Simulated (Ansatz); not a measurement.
Zinc-blende ZnTe was calculated with PBE0 in Ansatz (PAW).

Numerical settings: plane-wave cutoff 460 eV, 8×8×8 k mesh, Fermi–Dirac smearing 0.01 eV, scalar-relativistic PAW data made under PBE.

A third-order Birch–Murnaghan fit to the energies gives V0 = 28.921 Å³/atom, B0 = 48.4 GPa, B′ = 4.5.

| V (Å³/atom) | P (GPa) |
|---|---|
| 27.440 | (withheld) |
| 28.039 | (withheld) |
| 28.885 | 0.056 |
| 29.607 | (withheld) |
| 30.329 | (withheld) |

Q: Estimate the withheld pressures from this fit; the answers are the runs' own values.

A: 
- 27.440, P (GPa): 2.856
- 28.039, P (GPa): 1.602
- 29.607, P (GPa): -1.082
- 30.329, P (GPa): -2.074

The formula P = (3/2) B0 (x^(7/3) − x^(5/3)) [1 + (3/4)(B′ − 4)(x^(2/3) − 1)] with x = V0/V meets the computed pressures within 0.01 GPa when these rounded values are put in.

Measured, for comparison: bulk modulus 51 ± 3 GPa (room temperature, not corrected to a static lattice; as tabulated in Determination of phase transition pressures of ZnTe under quasihydrostatic …); equilibrium volume per atom 28.42 Å³/atom (room temperature, not corrected to a static lattice; as tabulated in Albrecht et al. (1997), arXiv:cond-mat/9706128). Computed less measured: bulk modulus -5 % (inside the measured uncertainty), equilibrium volume per atom +1.8 %.

Spin–orbit coupling is not included.

The computed numbers hold no vibrational or temperature effects.

Ansatz is a quantum-chemistry and plane-wave program.
